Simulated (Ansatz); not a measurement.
# Dielectric response of BN (110) films, part 3 of 5

How well do thin zincblende BN (110) films screen a perpendicular field?

Ansatz 0.2.0; plane-wave DFT, PBEsol, Ansatz PAW (set soft_1); PAW set soft_1 (the session's first sound run).

So far. Step 8 (Relaxing in the field, 10 atoms, field -0.05 V/Å): The dipole is -0.0164 e·Å, and the gap on the mesh 2.115 eV.

## Step 9: Response with the atoms relaxed, 10 atoms, units 5

This step: plane-wave DFT, PBEsol, Ansatz PAW (set soft_1); response to a field along the normal, atoms relaxed; PAW set soft_1 (Ansatz 0.2.0).

The two relaxed runs give the static response.

Numbers from this step:

```
equivalent conductor thickness p/(ε₀AE) : 6.405 Å
```

Local field over the applied field, running mean. From the potentials at -0.05 and 0.05 V/Å; running mean over 1.278 Å, taken twice. The local field over applied field by z:

```csv
z (Å),local field over applied field
4.5,1.000
5.0,0.999
5.5,0.997
6.0,0.991
6.5,0.971
7.0,0.910
7.5,0.767
8.0,0.580
8.5,0.394
9.0,0.223
9.5,0.0763
10.0,0.0266
10.5,0.0625
11.0,0.124
11.5,0.146
12.0,0.131
12.5,0.0777
13.0,0.0285
13.5,0.0548
14.0,0.186
14.5,0.355
15.0,0.536
15.5,0.727
16.0,0.885
16.5,0.962
17.0,0.988
17.5,0.996
18.0,0.999
18.5,1.000
19.0,1.000
```

The induced dipole is that of a conductor 6.41 Å thick.

## Step 10: Relaxation, 16 atoms, units 8

This step: plane-wave DFT, PBEsol, Ansatz PAW (set soft_1); PAW set soft_1 (Ansatz 0.2.0).

System of this step: BN (110), 8 units. The cell holds 16 atoms: 8 B and 8 N. Its edges and angles: a = 2.556 Å, b = 3.615 Å, c = 26.947 Å, α = 90.0°, β = 90.0°, γ = 90.0°. It derives from BN (zincblende BN). Vacuum lies along c.

The next thickness, treated alike, so that differences show the interior and the faces cancel.

File input.yaml:

```yaml
crystal:
  lattice:
    - [2.55619101, 0.0, 0.0]
    - [0.0, 3.615, 0.0]
    - [0.0, 0.0, 26.946668549]
  atoms:
    - { symbol: B, position: [0.5, 0.5, 0.3339930494] }
    - { symbol: "N", position: [0.0, 0.75, 0.3339930494] }
    - { symbol: B, position: [0.0, 0.0, 0.3814236067] }
    - { symbol: "N", position: [0.5, 0.25, 0.3814236067] }
    - { symbol: B, position: [0.5, 0.5, 0.428854164] }
    - { symbol: "N", position: [0.0, 0.75, 0.428854164] }
    - { symbol: B, position: [0.0, 0.0, 0.4762847213] }
    - { symbol: "N", position: [0.5, 0.25, 0.4762847213] }
    - { symbol: B, position: [0.5, 0.5, 0.5237152787] }
    - { symbol: "N", position: [0.0, 0.75, 0.5237152787] }
    - { symbol: B, position: [0.0, 0.0, 0.571145836] }
    - { symbol: "N", position: [0.5, 0.25, 0.571145836] }
    - { symbol: B, position: [0.5, 0.5, 0.6185763933] }
    - { symbol: "N", position: [0.0, 0.75, 0.6185763933] }
    - { symbol: B, position: [0.0, 0.0, 0.6660069506] }
    - { symbol: "N", position: [0.5, 0.25, 0.6660069506] }
kpoints:
  mp_grid: { grid: [10, 8, 1] }
hamiltonian:
  xc: pbesol
  pseudopotentials: { kind: paw, azcp: { folder: soft_1 }, xc_functional: pbe }
scf:
  occupations: { method: fixed }
  convergence: { dr2_threshold: 1.0e-09 }
efield:
  axis: 3
  dipole_correction: true
  ramp_position: 0.97
  ramp_width: 0.06
relax:
  f_tol: 0.003
  max_steps: 100
output:
  write_potential: true
  write_density: true
  volumetric_format: npy
```

Command:

```
$ ansatz run input.yaml --threads 4 --pin off --max-ram 8192MiB --backend cpu --events-out ev --progress --plain --runs-dir out
```

Numbers of over 12 decimals in the logs are rounded to 6 here.

Log:

```text
[...]
Crystal: 16 atoms, lattice volume = 249.004 Å³
Basis set: ecut = 420 eV, 4891 PW (Γ), exchange–correlation on 36×50×384 points (8 copies of the dense FFT grid, shifted against one another)
Bands: 48, of which v1, the nominal top of the filled ones, is band 32 counted from 1 (31 counted from 0)
Symmetry: 2 space group operations
[...]
- { symbol: B, position: [-1.1982724047694928e-18, -0.00259499, 0.570470] }
    - { symbol: N, position: [0.5, 0.246426, 0.570821] }
    - { symbol: B, position: [0.5, 0.497956, 0.620203] }
    - { symbol: N, position: [-6.111743530759641e-19, 0.740424, 0.619339] }
    - { symbol: B, position: [-2.817250674159393e-18, 0.046915, 0.657306] }
    - { symbol: N, position: [0.5, 0.230469, 0.665223] }
[key lines of the parts left out:]
SCF converged after 7 iterations
Free energy (F): -4267.101651 eV
Fermi energy:    0.152111 eV
Dipole field:    D = 0.000000 V/Å  (p = 0.000000 e·Å, saw-weighted, corrected)
Work function:   Φ+ = 6.6708 eV   Φ− = 6.6708 eV
```

Run time: 74 s. Hardware: 4 threads of Arm Neoverse V1, shared host; peak memory 0.73 GiB; 4.4 min of CPU time.

Step by step:

```
step  energy less that of the first step (eV)  largest force component (eV/Å)
   1                                   0.0000                          4.8998
   2                                  -1.7037                          2.4890
   3                                  -1.8569                          1.1326
   4                                  -2.1217                          0.3436
   5                                  -2.1390                          0.0337
   6                                  -2.1376                          0.1368
   7                                  -2.1393                          0.0020
```

Relaxation step 6 was tried and not accepted.

The run keeps the 2 symmetry operations that it works with, so distortions that break them were not tested.

The atoms that moved most (Å):

```csv
atom,dx,dy,dz,length
B15,0.000,0.170,-0.234,0.289
B1,0.000,0.170,0.234,0.289
N16,0.000,-0.071,-0.021,0.074
N2,0.000,-0.071,0.021,0.074
B13,0.000,-0.007,0.044,0.044
B3,0.000,-0.007,-0.044,0.044
N14,0.000,-0.035,0.021,0.040
N4,0.000,-0.035,-0.021,0.040
```

Final coordinates:

```xyz
16
Lattice="2.5562 0.0000 0.0000 0.0000 3.6150 0.0000 0.0000 0.0000 26.9467" Properties=species:S:1:pos:R:3
B     1.2781    1.9771    9.2345
N     0.0000    2.6406    9.0211
B     0.0000   -0.0074   10.2343
N     1.2781    0.8691   10.2575
B     1.2781    1.7981   11.5744
N     0.0000    2.6983   11.5649
B     0.0000   -0.0171   12.8330
N     1.2781    0.8861   12.8334
B     1.2781    1.7904   14.1137
N     0.0000    2.6936   14.1133
B     0.0000   -0.0094   15.3723
N     1.2781    0.8908   15.3817
B     1.2781    1.8001   16.7124
N     0.0000    2.6766   16.6891
B     0.0000    0.1696   17.7122
N     1.2781    0.8331   17.9255
```

The relaxation took 7 steps and lowered the energy by 2.1 eV; the largest force on the free atoms ends at 0.0020 eV/Å.

The gap is 2.39 eV, with the valence edge 6.67 eV and the conduction edge 4.28 eV under the upper vacuum level.

## Step 11: The relaxed film, single point, 16 atoms, units 8

The next thickness, treated alike, so that differences show the interior and the faces cancel.

File input.yaml:

```yaml
crystal:
  lattice:
    - [2.55619101, 0.0, 0.0]
    - [0.0, 3.615, 0.0]
    - [0.0, 0.0, 26.946668549]
  atoms:
    - { symbol: B, position: [0.5, 0.5469145623, 0.3426939739] }
    - { symbol: "N", position: [0.0, 0.7304693051, 0.3347773689] }
    - { symbol: B, position: [0.0, -0.0020438257, 0.3797968324] }
    - { symbol: "N", position: [0.5, 0.2404235865, 0.3806611042] }
    - { symbol: B, position: [0.5, 0.4974050101, 0.4295298781] }
    - { symbol: "N", position: [0.0, 0.746426204, 0.4291785352] }
    - { symbol: B, position: [0.0, -0.0047177652, 0.4762373285] }
    - { symbol: "N", position: [0.5, 0.2451229237, 0.47625245] }
    - { symbol: B, position: [0.5, 0.4952822372, 0.5237626702] }
    - { symbol: "N", position: [0.0, 0.7451229282, 0.5237475484] }
    - { symbol: B, position: [0.0, -0.0025949892, 0.5704701204] }
    - { symbol: "N", position: [0.5, 0.2464261982, 0.5708214645] }
    - { symbol: B, position: [0.5, 0.4979561737, 0.6202031678] }
    - { symbol: "N", position: [0.0, 0.7404235835, 0.6193388992] }
    - { symbol: B, position: [0.0, 0.0469145749, 0.6573060268] }
    - { symbol: "N", position: [0.5, 0.2304692926, 0.6652226314] }
kpoints:
  mp_grid: { grid: [10, 8, 1] }
hamiltonian:
  xc: pbesol
  pseudopotentials: { kind: paw, azcp: { folder: soft_1 }, xc_functional: pbe }
scf:
  occupations: { method: fixed }
  convergence: { dr2_threshold: 1.0e-09 }
efield:
  axis: 3
  dipole_correction: true
  ramp_position: 0.97
  ramp_width: 0.06
output:
  eigenvalues: true
  write_potential: true
  write_density: true
  volumetric_format: npy
  elf: true
```

Log:

```text
[...]
Crystal: 16 atoms, lattice volume = 249.004 Å³
Basis set: ecut = 420 eV, 4891 PW (Γ)
Bands: 48, of which v1, the nominal top of the filled ones, is band 32 counted from 1 (31 counted from 0)
Symmetry: 2 space group operations
k-points: 30 of 80 (time reversal used)
[...]
k-point 1: bands = [... 28 lower, -0.9484, -0.6443, -0.0368, 0.0557, 4.6324, 5.1881, 5.7397, 6.1453, ... 12 higher]
  k-point 2: bands = [... 28 lower, -1.4351, -1.3574, -0.1825, -0.0044, 4.8289, 5.0839, 5.9075, 6.6274, ... 12 higher]
  k-point 29: bands = [... 28 lower, -2.4271, -2.4271, 0.0106, 0.0107, 4.1846, 4.1847, 8.8380, 8.8380, ... 12 higher]
[key lines of the parts left out:]
SCF converged after 11 iterations
Free energy (F): -4267.101680 eV
Fermi energy:    0.152152 eV
Dipole field:    D = -0.000011 V/Å  (p = -0.000015 e·Å, saw-weighted, corrected)
Work function:   Φ+ = 6.6709 eV   Φ− = 6.6706 eV
```

Run time: 18 s. Hardware: 4 threads; peak memory 0.79 GiB; 71 s of CPU time.

The gap is 2.39 eV, with the valence edge 6.67 eV and the conduction edge 4.28 eV under the upper vacuum level.

## Step 12: Atoms held, 16 atoms, units 8, field 0.05 V/Å

input.yaml: that of step 11 with these lines changed.

```diff
@@ -29,3 +29,3 @@
   occupations: { method: fixed }
-  convergence: { dr2_threshold: 1.0e-09 }
+  convergence: { dr2_threshold: 1.0e-10 }
 efield:
@@ -35,4 +35,4 @@
   ramp_width: 0.06
+  amplitude: 0.05
 output:
-  eigenvalues: true
   write_potential: true
@@ -40,2 +40 @@
   volumetric_format: npy
-  elf: true
```

Log:

```text
[...]
Crystal: 16 atoms, lattice volume = 249.004 Å³
Basis set: ecut = 420 eV, 4891 PW (Γ)
Bands: 48, of which v1, the nominal top of the filled ones, is band 32 counted from 1 (31 counted from 0)
Symmetry: 2 space group operations
k-points: 30 of 80 (time reversal used)
[...]
k-point 0: bands = [... 28 lower, -0.7421, -0.3549, -0.0847, 0.1570, 4.5203, 5.2127, 5.7306, 5.9969, ... 12 higher]
  k-point 1: bands = [... 28 lower, -0.9484, -0.6435, -0.0482, 0.0673, 4.6309, 5.1866, 5.7322, 6.1451, ... 12 higher]
  k-point 2: bands = [... 28 lower, -1.4349, -1.3558, -0.1900, 0.0032, 4.8231, 5.0883, 5.9050, 6.6217, ... 12 higher]
  k-point 29: bands = [... 28 lower, -2.4428, -2.4105, -0.0320, 0.0532, 4.1403, 4.2289, 8.8161, 8.8594, ... 12 higher]
[key lines of the parts left out:]
SCF converged after 13 iterations
Free energy (F): -4267.102243 eV
Fermi energy:    0.157038 eV
Dipole field:    D = 0.016371 V/Å  (p = 0.022528 e·Å, saw-weighted, corrected)
```

It took 19 s on 4 threads; peak memory 0.77 GiB.

The dipole is 0.0225 e·Å, and the gap on the mesh 2.347 eV.

## Step 13: Atoms held, 16 atoms, units 8, field -0.05 V/Å

input.yaml: that of step 12 with these lines changed.

```diff
@@ -35,3 +35,3 @@
   ramp_width: 0.06
-  amplitude: 0.05
+  amplitude: -0.05
 output:
```

Log:

```text
[...]
Crystal: 16 atoms, lattice volume = 249.004 Å³
Basis set: ecut = 420 eV, 4891 PW (Γ)
Bands: 48, of which v1, the nominal top of the filled ones, is band 32 counted from 1 (31 counted from 0)
Symmetry: 2 space group operations
k-points: 30 of 80 (time reversal used)
[...]
k-point 0: bands = [... 28 lower, -0.7421, -0.3549, -0.0847, 0.1570, 4.5203, 5.2127, 5.7304, 5.9970, ... 12 higher]
  k-point 1: bands = [... 28 lower, -0.9484, -0.6435, -0.0482, 0.0673, 4.6309, 5.1866, 5.7321, 6.1451, ... 12 higher]
  k-point 2: bands = [... 28 lower, -1.4349, -1.3558, -0.1900, 0.0032, 4.8231, 5.0883, 5.9049, 6.6216, ... 12 higher]
  k-point 29: bands = [... 28 lower, -2.4428, -2.4105, -0.0320, 0.0532, 4.1403, 4.2289, 8.8161, 8.8594, ... 12 higher]
[key lines of the parts left out:]
SCF converged after 12 iterations
Free energy (F): -4267.102243 eV
Fermi energy:    0.157038 eV
Dipole field:    D = -0.016376 V/Å  (p = -0.022534 e·Å, saw-weighted, corrected)
```

Wall time 18 s (4 threads); peak memory 0.77 GiB.

The dipole is -0.0225 e·Å, and the gap on the mesh 2.347 eV.

## Step 14: Response with the atoms held, 16 atoms, units 8

This step: plane-wave DFT, PBEsol, Ansatz PAW (set soft_1); response to a field along the normal, atoms held; PAW set soft_1 (Ansatz 0.2.0).

Local field over the applied field, running mean. From the potentials at -0.05 and 0.05 V/Å; running mean over 1.278 Å, taken twice. Table of local field over applied field by z:

z (Å), local field over applied field and a bar from the least value:
```
      4.5      1.000 ##############################
      5.0      0.999 ##############################
      5.5      0.997 ##############################
      6.0      0.991 ##############################
      6.5      0.971 #############################
      7.0      0.920 ###########################
      7.5      0.806 #######################
      8.0      0.626 ################
      8.5      0.418 #########
      9.0      0.254 ###
      9.5      0.178 
     10.0      0.172 
     10.5      0.188 #
     11.0      0.198 #
     11.5      0.199 #
     12.0      0.201 #
     12.5      0.204 #
     13.0      0.208 #
     13.5      0.209 #
     14.0      0.208 #
     14.5      0.204 #
     15.0      0.200 #
     15.5      0.199 #
     16.0      0.197 #
     16.5      0.187 #
     17.0      0.171 
     17.5      0.182 
     18.0      0.268 ####
     18.5      0.439 ##########
     19.0      0.647 #################
     19.5      0.822 ########################
     20.0      0.927 ###########################
     20.5      0.975 #############################
     21.0      0.992 ##############################
     21.5      0.998 ##############################
     22.0      0.999 ##############################
     22.5      1.000 ##############################
```

The induced dipole is that of a conductor 8.82 Å thick.

## Step 15: Relaxation, 24 atoms, units 12

This step: plane-wave DFT, PBEsol, Ansatz PAW (set soft_1); PAW set soft_1 (Ansatz 0.2.0).

System of this step: BN (110), 12 units. The cell holds 24 atoms: 12 B and 12 N. Cell: a = 2.556 Å, b = 3.615 Å, c = 32.059 Å, α = 90.0°, β = 90.0°, γ = 90.0°. It derives from BN (zincblende BN). Vacuum lies along c.

The next thickness, treated alike, so that differences show the interior and the faces cancel.

File input.yaml:

```yaml
crystal:
  lattice:
    - [2.55619101, 0.0, 0.0]
    - [0.0, 3.615, 0.0]
    - [0.0, 0.0, 32.0590505769]
  atoms:
    - { symbol: B, position: [0.5, 0.5, 0.2807319567] }
    - { symbol: "N", position: [0.0, 0.75, 0.2807319567] }
    - { symbol: B, position: [0.0, 0.0, 0.3205988737] }
    - { symbol: "N", position: [0.5, 0.25, 0.3205988737] }
    - { symbol: B, position: [0.5, 0.5, 0.3604657907] }
    - { symbol: "N", position: [0.0, 0.75, 0.3604657907] }
    - { symbol: B, position: [0.0, 0.0, 0.4003327076] }
    - { symbol: "N", position: [0.5, 0.25, 0.4003327076] }
    - { symbol: B, position: [0.5, 0.5, 0.4401996246] }
    - { symbol: "N", position: [0.0, 0.75, 0.4401996246] }
    - { symbol: B, position: [0.0, 0.0, 0.4800665415] }
    - { symbol: "N", position: [0.5, 0.25, 0.4800665415] }
    - { symbol: B, position: [0.5, 0.5, 0.5199334585] }
    - { symbol: "N", position: [0.0, 0.75, 0.5199334585] }
    - { symbol: B, position: [0.0, 0.0, 0.5598003754] }
    - { symbol: "N", position: [0.5, 0.25, 0.5598003754] }
    - { symbol: B, position: [0.5, 0.5, 0.5996672924] }
    - { symbol: "N", position: [0.0, 0.75, 0.5996672924] }
    - { symbol: B, position: [0.0, 0.0, 0.6395342093] }
    - { symbol: "N", position: [0.5, 0.25, 0.6395342093] }
    - { symbol: B, position: [0.5, 0.5, 0.6794011263] }
    - { symbol: "N", position: [0.0, 0.75, 0.6794011263] }
    - { symbol: B, position: [0.0, 0.0, 0.7192680433] }
    - { symbol: "N", position: [0.5, 0.25, 0.7192680433] }
kpoints:
  mp_grid: { grid: [10, 8, 1] }
hamiltonian:
  xc: pbesol
  pseudopotentials: { kind: paw, azcp: { folder: soft_1 }, xc_functional: pbe }
scf:
  occupations: { method: fixed }
  convergence: { dr2_threshold: 1.0e-09 }
efield:
  axis: 3
  dipole_correction: true
  ramp_position: 0.97
  ramp_width: 0.06
relax:
  f_tol: 0.003
  max_steps: 100
output:
  write_potential: true
  write_density: true
  volumetric_format: npy
```

Log:

```text
[...]
Crystal: 24 atoms, lattice volume = 296.246 Å³
Basis set: ecut = 420 eV, 5827 PW (Γ), exchange–correlation on 36×50×432 points (8 copies of the dense FFT grid, shifted against one another)
Bands: 72, of which v1, the nominal top of the filled ones, is band 48 counted from 1 (47 counted from 0)
Symmetry: 2 space group operations
[...]
- { symbol: B, position: [0.5, 0.496616, 0.599424] }
    - { symbol: N, position: [0.0, 0.746589, 0.599405] }
    - { symbol: B, position: [0.0, -0.00103267, 0.638701] }
    - { symbol: N, position: [0.5, 0.248000, 0.639009] }
    - { symbol: B, position: [0.5, 0.499426, 0.680498] }
    - { symbol: N, position: [0.0, 0.741926, 0.679768] }
    - { symbol: B, position: [0.0, 0.048416, 0.711688] }
    - { symbol: N, position: [0.5, 0.231955, 0.718346] }
[key lines of the parts left out:]
SCF converged after 7 iterations
Free energy (F): -6402.459504 eV
Fermi energy:    1.912697 eV
Dipole field:    D = 0.000000 V/Å  (p = 0.000000 e·Å, saw-weighted, corrected)
Work function:   Φ+ = 6.7202 eV   Φ− = 6.7203 eV
```

Elapsed: 2.2 min, on 4 threads; peak memory 0.98 GiB.

Relaxation path:

```
step  energy less that of the first step (eV)  largest force component (eV/Å)
   1                                   0.0000                          4.9008
   2                                  -1.6999                          2.4788
   3                                  -1.7585                          1.4357
   4                                  -2.1076                          0.4701
   5                                  -2.1398                          0.0630
   6                                  -2.1393                          0.1099
   7                                  -2.1403                          0.0015
```

Relaxation step 6 was tried and not accepted.

Forces are held to the 2 operations that the run works with; a distortion that breaks them can't arise in this run.

The atoms that moved most (Å):

| atom | dx | dy | dz | length |
| --- | --- | --- | --- | --- |
| B23 | 0.000 | 0.175 | -0.243 | 0.299 |
| B1 | 0.000 | 0.175 | 0.243 | 0.299 |
| N2 | 0.000 | -0.065 | 0.030 | 0.072 |
| N24 | 0.000 | -0.065 | -0.030 | 0.072 |
| B3 | 0.000 | -0.002 | -0.035 | 0.035 |
| B21 | 0.000 | -0.002 | 0.035 | 0.035 |
| N4 | 0.000 | -0.029 | -0.012 | 0.031 |
| N22 | 0.000 | -0.029 | 0.012 | 0.031 |

Final coordinates:

```cif
data_structure
_symmetry_space_group_name_H-M 'P 1'
_symmetry_Int_Tables_number 1
_cell_length_a 2.5562
_cell_length_b 3.6150
_cell_length_c 32.0591
_cell_angle_alpha 90.000
_cell_angle_beta 90.000
_cell_angle_gamma 90.000
_cell_volume 296.25
loop_
_atom_site_label
_atom_site_type_symbol
_atom_site_fract_x
_atom_site_fract_y
_atom_site_fract_z
_atom_site_occupancy
B1 B 0.50000 0.54842 0.28831 1
N2 N 0.00000 0.73195 0.28165 1
B3 B 0.00000 0.99943 0.31950 1
N4 N 0.50000 0.24193 0.32023 1
B5 B 0.50000 0.49897 0.36130 1
N6 N 0.00000 0.74800 0.36099 1
B7 B 0.00000 0.99662 0.40058 1
N8 N 0.50000 0.24659 0.40059 1
B9 B 0.50000 0.49721 0.44041 1
N10 N 0.00000 0.74700 0.44043 1
B11 B 0.00000 0.99699 0.48014 1
N12 N 0.50000 0.24691 0.48011 1
B13 B 0.50000 0.49699 0.51986 1
N14 N 0.00000 0.74691 0.51989 1
B15 B 0.00000 0.99721 0.55959 1
N16 N 0.50000 0.24700 0.55957 1
B17 B 0.50000 0.49662 0.59942 1
N18 N 0.00000 0.74659 0.59941 1
B19 B 0.00000 0.99897 0.63870 1
N20 N 0.50000 0.24800 0.63901 1
B21 B 0.50000 0.49943 0.68050 1
N22 N 0.00000 0.74193 0.67977 1
B23 B 0.00000 0.04842 0.71169 1
N24 N 0.50000 0.23195 0.71835 1
```

Running mean over 1.278 Å of the planar mean; the ramp of the sawtooth is left out. Table of electron's electrostatic potential energy less the highest filled level by z:

| z (Å) | electron's electrostatic potential energy less the highest filled level (eV) |
| --- | --- |
| 4 | 6.72 |
| 5 | 6.72 |
| 6 | 6.72 |
| 7 | 6.65 |
| 8 | 4.62 |
| 9 | -6.31 |
| 10 | -9.83 |
| 11 | -8.09 |
| 12 | -8.62 |
| 13 | -8.56 |
| 14 | -8.55 |
| 15 | -8.59 |
| 16 | -8.58 |
| 17 | -8.59 |
| 18 | -8.56 |
| 19 | -8.56 |
| 20 | -8.64 |
| 21 | -8.10 |
| 22 | -9.73 |
| 23 | -6.81 |
| 24 | 4.15 |
| 25 | 6.63 |
| 26 | 6.72 |
| 27 | 6.72 |
| 28 | 6.72 |

The relaxation took 7 steps and lowered the energy by 2.1 eV; the largest force on the free atoms ends at 0.0015 eV/Å.

The gap is 2.44 eV, with the valence edge 6.72 eV and the conduction edge 4.28 eV under the upper vacuum level.

[end of part 3 of 5]

[Logs are printed without paths, hosts, clocks, repeated set-up lines and the standing remarks that a program may print on its own settings, such as how far it seeks lower states.]

[Hosts, paths, dates, database ids (printed as entryN), source tags and the programs' standing remarks are cut or masked in the printed files.]

[Maps of the electrostatic potential energy from Ansatz leave out the sawtooth potential of an applied field or a dipole correction, so their vacuum need not be flat; planar profiles and work functions include it.]
